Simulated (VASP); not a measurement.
# SrO in VASP 6.6.1, single-point calculation

INCAR

```
NBANDS = 15
ENCUT = 520
LCHARG = .FALSE.
SIGMA = 0.5
LREAL = .FALSE.
IBRION = -1
NELM = 55
LASPH = .TRUE.
ISMEAR = 0
ISIF = 2
PREC = Accurate
LWAVE = .FALSE.
GGA = RP
ALGO = Normal
EDIFF = 1E-7
NSW = 0
```

KPOINTS

```
KPOINTS created by Atomic Simulation Environment
0
Gamma
5 5 5
0 0 0
```

POSCAR

```
Sr O
 1.0000000000000000
     0.0000000000000000    2.5540934026000000    2.5540934026000000
     2.5540934026000000    0.0000000000000000    2.5540934026000000
     2.5540934026000000    2.5540934026000000    0.0000000000000000
 Sr  O
   1   1
Cartesian
  0.0000000000000000  0.0000000000000000  0.0000000000000000
  2.5540934026000000  2.5540934026000000  2.5540934026000000
```

The recommended PBE PAW datasets give the neutral cell 16 valence electrons.

Command

```
mpirun -np 1 vasp_std
```

OSZICAR

```
N       E                     dE             d eps       ncg     rms          rms(c)
DAV:   1     0.673939911064E+02    0.67394E+02   -0.83662E+03   300   0.105E+03
DAV:   2    -0.106629077726E+02   -0.78057E+02   -0.71544E+02   413   0.222E+02
DAV:   3    -0.134367252633E+02   -0.27738E+01   -0.27663E+01   372   0.371E+01
DAV:   4    -0.134808803574E+02   -0.44155E-01   -0.44150E-01   396   0.445E+00
DAV:   5    -0.134815821185E+02   -0.70176E-03   -0.70176E-03   357   0.418E-01    0.168E+01
DAV:   6    -0.113917619665E+02    0.20898E+01   -0.65682E+00   307   0.195E+01    0.193E+01
DAV:   7    -0.112890373945E+02    0.10272E+00   -0.25756E-01   356   0.468E+00    0.112E+01
DAV:   8    -0.113027943833E+02   -0.13757E-01   -0.12165E-01   356   0.355E+00    0.458E-01
DAV:   9    -0.113052023343E+02   -0.24080E-02   -0.52620E-03   342   0.536E-01    0.261E-01
DAV:  10    -0.113066192483E+02   -0.14169E-02   -0.13975E-03   307   0.292E-01    0.734E-02
DAV:  11    -0.113067621238E+02   -0.14288E-03   -0.14196E-04   349   0.953E-02    0.336E-02
DAV:  12    -0.113068126041E+02   -0.50480E-04   -0.91186E-05   300   0.671E-02    0.602E-03
DAV:  13    -0.113068124411E+02    0.16294E-06   -0.89312E-07   398   0.774E-03    0.380E-03
DAV:  14    -0.113068124414E+02   -0.22987E-09   -0.33835E-07   320   0.394E-03
   1 F= -.11306812E+02 E0= -.11306812E+02  d E =-.100117E-06
```

From OUTCAR

```
k-points           NKPTS =     10   k-points in BZ     NKDIM =     10   number of bands    NBANDS=     15

   NELECT =      16.0000    total number of electrons

   dimension x,y,z NGX =    28 NGY =   28 NGZ =   28
   dimension x,y,z NGXF=    56 NGYF=   56 NGZF=   56

  energy-cutoff  :      520.00
  volume of cell :       33.32
      direct lattice vectors                 reciprocal lattice vectors
     0.000000000  2.554093403  2.554093403    -0.195764180  0.195764180  0.195764180
     2.554093403  0.000000000  2.554093403     0.195764180 -0.195764180  0.195764180
     2.554093403  2.554093403  0.000000000     0.195764180  0.195764180 -0.195764180

 k-points in reciprocal lattice and weights: KPOINTS created by Atomic Simulation Env
   0.00000000  0.00000000  0.00000000       0.008
   0.20000000  0.00000000  0.00000000       0.064
   0.40000000  0.00000000  0.00000000       0.064
   0.20000000  0.20000000  0.00000000       0.048
   0.40000000  0.20000000  0.00000000       0.192
  -0.40000000  0.20000000  0.00000000       0.192
  -0.20000000  0.20000000  0.00000000       0.096
   0.40000000  0.40000000  0.00000000       0.048
   ...

 E-fermi :   3.7241

 k-point     1 :       0.0000    0.0000    0.0000
  band No.  band energies     occupation
      1     -30.4807      2.00000
      2     -13.2713      2.00000
      3     -12.1070      2.00000
      4     -12.1070      2.00000
      5     -12.1070      2.00000
      6       1.9379      2.00000
      7       1.9379      2.00000
      8       1.9379      2.00000
      9       6.2436      0.00000
     10       8.2514      0.00000
     11       8.2514      0.00000
     12       8.2514      0.00000
     13      10.4061      0.00000
     14      10.4061      0.00000
     15      14.9697      0.00000

 k-point     2 :       0.2000    0.0000    0.0000
  band No.  band energies     occupation
      1     -30.4302      2.00000
      2     -13.9902      2.00000
      3     -12.1360      2.00000
      4     -12.1360      2.00000
      5     -11.5103      2.00000
      6       1.0059      2.00000
      7       1.4803      2.00000
      8       1.4803      2.00000
      9       7.7859      0.00000
     10       8.0756      0.00000
     11       9.0149      0.00000
     12       9.0149      0.00000
     13      11.4039      0.00000
     14      11.4039      0.00000
     15      17.1867      0.00000

 k-point     3 :       0.4000    0.0000    0.0000
  band No.  band energies     occupation
      1     -30.3468      2.00000
      2     -14.7108      2.00000
      3     -12.1819      2.00000
      4     -12.1819      2.00000
      5     -10.9876      2.00000
      6      -0.0649      2.00000
      7       0.8632      2.00000
      8       0.8632      2.00000
      9       8.4949      0.00000
     10      10.2572      0.00000
     11      10.5923      0.00000
     12      10.5923      0.00000
     13      13.4092      0.00000
     14      13.4092      0.00000
     15      17.5669      0.00000

 ...

  Total        1.7818544      1.7818544      1.7818544      0.0000000      0.0000000     -0.0000000
  in kB       85.6727020     85.6727020     85.6727020      0.0000000      0.0000000     -0.0000000
  external PRESSURE =      85.6727020 kB  Pullay stress =       0.0000000 kB

 POSITION                                       TOTAL-FORCE (eV/Angst)
 -----------------------------------------------------------------------------------
      0.00000      0.00000      0.00000         0.000000      0.000000      0.000000
      2.55409      2.55409      2.55409        -0.000000      0.000000     -0.000000
 -----------------------------------------------------------------------------------
    total drift:                                0.000000      0.000000      0.000000

  FREE ENERGIE OF THE ION-ELECTRON SYSTEM (eV)
  ---------------------------------------------------
  free  energy   TOTEN  =       -11.3068124414 eV

  energy  without entropy=      -11.3068123412  energy(sigma->0) =      -11.30681239
```

It converged. Results: gap between bands v and c on the k mesh 3.56 eV; least direct gap on the k mesh 3.66 eV; pressure 8.6 GPa. Band v is the last that the valence electrons fill when counted band by band, and c is the next.

For comparison, a separate r²SCAN run of the intended cell, on usual settings and not on those above, gives a gap of 3.73 eV on its mesh and a pressure of 3.6 GPa.

The run above took about 6.7 s on one core of a shared host (Intel Xeon Platinum 8488C) and held 0.15 GiB at most.
